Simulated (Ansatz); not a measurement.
All numbers below come from DFT PBE, scalar-relativistic, plane waves, PAW (Ansatz 0.2.0). All cells share a 420 eV cutoff and Γ-centred k meshes spaced at most about 0.3 Å⁻¹ (about 0.25 or finer for metals, 2π included). No spin polarisation in the final relaxations.

Temperature and zero-point effects are left out.

Two relaxed structures of Si3C:

1.

```xyz
4
Lattice="2.5812 0.0000 0.0000 -1.2906 2.2354 0.0000 0.0000 0.0000 8.9006" Properties=species:S:1:pos:R:3 pbc="T T T"
Si    0.0000    0.0000    7.0175
Si    0.0000    0.0000    1.8831
Si    0.0000    0.0000    4.4503
C     0.0000    0.0000    0.0000
```

2.

```xyz
4
Lattice="2.5533 -3.1043 0.0000 2.5533 3.1043 0.0000 0.0000 0.0000 3.0965" Properties=species:S:1:pos:R:3 pbc="T T T"
Si    1.2767    1.5521    1.5483
Si    1.2767   -1.5521    1.5483
Si    2.5533    0.0000    0.0000
C     0.0000    0.0000    0.0000
```

**Question.** Which is lower in energy, and by how much?

**Answer.** Cell 1 is lower, by 0.37 eV/atom. Cell 1 has space group P6/mmm (No. 191), 12.8 Å³/atom and no gap on its mesh; cell 2 has space group Cmmm (No. 65), 12.3 Å³/atom and no gap. Counting Si atoms around C (those within 1.25 times the shortest such distance or 1.15 times the sum of covalent radii; a plus sign parts nearer from farther groups; the shortest distance is added where it is long for a bond), cell 1 has C 2 and cell 2 has C 10+2 from 2.5 Å. Cell 2 holds Si–Si bonds in all directions (shortest 2.54 Å); in cell 1 the shortest Si–Si distance is 2.57 Å, near bonding range too. The lower one is the more open, so pressure narrows the difference. Even the lower one lies +0.99 eV/atom against the reference forms of the elements (uncorrected), so neither is stable at this level. In cell 1, around Si on a site of symmetry 6mm lie 1 C at 1.88 Å and 7 Si at 2.57–2.58 Å; Si on a site of symmetry 6/mmm has 8 Si at 2.57–2.58 Å; around C lie 2 Si at 1.88 Å. In cell 2, Si on a site of symmetry 2/m has 4 C at 2.54 Å, 6 Si at 2.54–2.55 Å and 4 Si at 3.10 Å; Si on a site of symmetry mmm is surrounded by 8 Si at 2.54 Å, 2 C at 2.55 Å, 2 Si at 3.10 Å and 2 C at 3.10 Å; C has 10 Si at 2.54–2.55 Å, 2 C at 3.10 Å and 2 Si at 3.10 Å. Both come from invented guesses. A third cell relaxed alike, in P-4m2, lies 0.72 eV/atom below the lower of the two.

Cells relaxed within their symmetry can be saddle points.
